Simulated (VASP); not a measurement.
SnO2:

```
Sn O
1.0
     3.02327    0.00000    0.00000
     0.00000    4.96468    0.00000
     0.00000    0.00000    5.97696
Sn O
1 2
Direct
  0.50000 0.50000 0.00000
  0.00000 0.50000 0.77572
  0.00000 0.50000 0.22428
```

The cell was built by a generator and needn't be a form met in nature.

* Program: VASP 6.6.1
* Task: relaxation of cell and atoms
* Functional: revPBE
* Potentials or basis: VASP PAW PBE potentials, release 64 (Sn_d, O)
* Cutoff: 600 eV
* k mesh: 9 × 6 × 5
* Occupations: fermi-dirac, width 0.05 eV
* Spin: no spin polarisation

At the start: pressure 1.6 GPa; volume 29.90 Å³/atom.

Task: Where does the relaxation end?

Result: Over 39 steps the energy falls by 18.7 meV/atom and the volume is 38.96 Å³/atom (+30.3 %); space group Pmmm (No. 47, to 0.05 Å).

The path:
```
step  energy change (eV)  largest force (eV/Å)  pressure (GPa)  volume (Å³)
   1              0.0000                0.2419            1.58        89.71
   2              0.0198                0.6767           -1.98        93.59
   3             -0.0089                0.1069            0.19        91.06
   4             -0.0089                0.1008            0.24        91.04
   5             -0.0112                0.0843            0.21        91.69
   6             -0.0175                0.0340            0.18        93.68
   7             -0.0268                0.0730            0.14        97.71
   8             -0.0327                0.3102            0.10       106.05
   9             -0.0335                0.3053            0.10       106.30
  10             -0.0357                0.2900            0.08       107.08
  11             -0.0398                0.2601            0.05       108.64
  12             -0.0463                0.2020           -0.03       111.78
  13             -0.0516                0.0981           -0.20       118.17
  14             -0.0531                0.0892           -0.11       117.43
  15             -0.0550                0.0635            0.16       115.23
  16             -0.0553                0.0008            0.03       115.25
  17             -0.0553                0.0180           -0.01       115.26
  18             -0.0553                0.0160            0.00       115.26
  19             -0.0553                0.0074            0.01       115.26
  20             -0.0553                0.0147            0.00       115.26
  21             -0.0553                0.0143            0.00       115.26
  22             -0.0554                0.0141            0.00       115.26
  23             -0.0555                0.0128            0.00       115.27
  24             -0.0556                0.0106            0.00       115.27
  25             -0.0558                0.0059            0.00       115.28
  26             -0.0559                0.0042           -0.01       115.28
  27             -0.0559                0.0007           -0.01       115.28
  28             -0.0559                0.0015            0.03       115.27
  29             -0.0559                0.0014            0.04       115.26
  30             -0.0560                0.0112            0.02       115.36
  31             -0.0560                0.0169            0.01       115.39
  32             -0.0560                0.0167            0.00       115.48
  33             -0.0560                0.0166           -0.02       115.74
  34             -0.0561                0.0163           -0.04       116.25
  35             -0.0561                0.0152           -0.10       117.27
  36             -0.0561                0.0157           -0.06       116.64
  37             -0.0561                0.0116           -0.05       116.69
  38             -0.0562                0.0010           -0.02       116.83
  39             -0.0562                0.0058            0.00       116.89
```

Final structure:
```cif
data_structure
_symmetry_space_group_name_H-M 'P 1'
_symmetry_Int_Tables_number 1
_cell_length_a 3.0475
_cell_length_b 5.7322
_cell_length_c 6.6915
_cell_angle_alpha 90.000
_cell_angle_beta 90.000
_cell_angle_gamma 90.000
_cell_volume 116.89
loop_
_atom_site_label
_atom_site_type_symbol
_atom_site_fract_x
_atom_site_fract_y
_atom_site_fract_z
_atom_site_occupancy
Sn1 Sn 0.50000 0.50000 0.00000 1
O1 O 0.00000 0.50000 0.79846 1
O2 O 0.00000 0.50000 0.20154 1
```

Caveat: the volume moved by over 15 % at a fixed basis, so the end points are rough; the PAW data sets were made with another functional, which shifts forces and pressure a little.
